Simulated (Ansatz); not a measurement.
Program: Ansatz. Geometries: PBE0-D4/def2-TZVP. ΔE: electronic, gas phase. CCSD(T)/CBS adds triple-zeta CCSD(T) − MP2 to the extrapolated MP2 energy (def2 sets, frozen cores). This one scheme is used for every species. DFT in def2-TZVPP. B3LYP here is the variant with VWN-RPA as its local correlation; programs differ in this. For Ge outer-core shells are correlated without core-valence functions, which leaves a few kJ/mol of doubt a bond. Scalar relativity is left out up to krypton. Each species was taken in one conformer, which may not be the lowest.

`CO[SiH2][S][GeH3]` + acetic acid → `CC(=O)[O][GeH3]` + `CO[SiH2]S`  (ligand exchange at a Ge–S bond)

```
             level  ΔE (kJ/mol)  difference from CCSD(T)/CBS
            PBE-D4         28.4                          7.3
         r2SCAN-D4         22.7                          1.6
           PBE0-D4         29.9                          8.8
          B3LYP-D4         21.0                         -0.1
           ωB97X-V         18.5                         -2.6
           ωB97M-V         21.2                          0.1
            B2PLYP         15.8                         -5.3
               PBE         25.2                          4.1
            r2SCAN         21.8                          0.7
              PBE0         26.9                          5.8
             B3LYP         15.7                         -5.4
     HF/def2-TZVPP         11.3                         -9.8
    MP2/def2-TZVPP         20.9                         -0.2
SCS-MP2/def2-TZVPP         15.4                         -5.7
   CCSD/def2-TZVPP         16.2                         -4.9
CCSD(T)/def2-TZVPP         16.9                         -4.2
     HF/def2-QZVPP          9.7                        -11.4
    MP2/def2-QZVPP         22.7                          1.6
SCS-MP2/def2-QZVPP         17.2                         -3.9
      HF/CBS(def2)          9.5                        -11.6
     MP2/CBS(def2)         25.1                          4.0
    CCSD/CBS(def2)         20.4                         -0.7
       CCSD(T)/CBS         21.1                            0
```

Largest T1 diagnostic among the species: 0.015.

The D4 term adds +5.2 kJ/mol with B3LYP and +3.0 kJ/mol with PBE0; it sums over pairs of atoms, weighted by their polarisabilities, and B3LYP, whose exchange is more repulsive, gets the larger term. In def2-TZVPP, CCSD(T) changes the Hartree–Fock value by +5.6 kJ/mol (the triples alone add +0.7 kJ/mol) and MP2 by +9.6 kJ/mol.

CCSD(T)/CBS has its own doubt, a few kJ/mol and more with outer-core shells, so smaller differences from it don't rank the levels.
